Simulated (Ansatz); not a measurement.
Si2W:

```
W Si
1.0
    -1.60690    1.60690    3.91495
     1.60690   -1.60690    3.91495
     1.60690    1.60690   -3.91495
W Si
1 2
Direct
  0.00000 0.00000 0.00000
  0.66530 0.66530 0.00000
  0.33470 0.33470 0.00000
```

- Program: Ansatz 0.2.0
- Task: relaxation of cell and atoms
- Functional: PBE
- Potentials or basis: Ansatz PAW
- Cutoff: 420 eV (not typed: the program's choice for these potentials)
- k mesh: 12 × 12 × 12
- Occupations: fermi-dirac, width 0.05 eV
- Spin: no spin polarisation

At the start: volume 13.48 Å³/atom.

Task: How do energy, volume and symmetry change on relaxing?

Result: It ends after 5 steps and the volume is 13.67 Å³/atom (+1.4 %); space group I4/mmm (No. 139, to 0.05 Å).

Step by step:
| step | energy change (eV) | largest force (eV/Å) | volume (Å³) |
| --- | --- | --- | --- |
| 1 | 0.0000 | 0.0755 | 40.44 |
| 2 | -0.0049 | 0.0270 | 41.23 |
| 3 | -0.0058 | 0.0044 | 41.02 |
| 4 | -0.0058 | 0.0007 | 41.01 |
| 5 | -0.0060 | 0.0008 | 41.01 |

Final structure:
```cif
data_structure
_symmetry_space_group_name_H-M 'P 1'
_symmetry_Int_Tables_number 1
_cell_length_a 4.5488
_cell_length_b 4.5488
_cell_length_c 4.5488
_cell_angle_alpha 138.428
_cell_angle_beta 138.428
_cell_angle_gamma 60.249
_cell_volume 41.01
loop_
_atom_site_label
_atom_site_type_symbol
_atom_site_fract_x
_atom_site_fract_y
_atom_site_fract_z
_atom_site_occupancy
W1 W 0.00000 0.00000 0.00000 1
Si1 Si 0.66554 0.66554 0.00000 1
Si2 Si 0.33446 0.33446 0.00000 1
```

Caveat: the plane-wave basis is chosen anew once the cell has moved, so the energies of steps on either side of that aren't comparable.
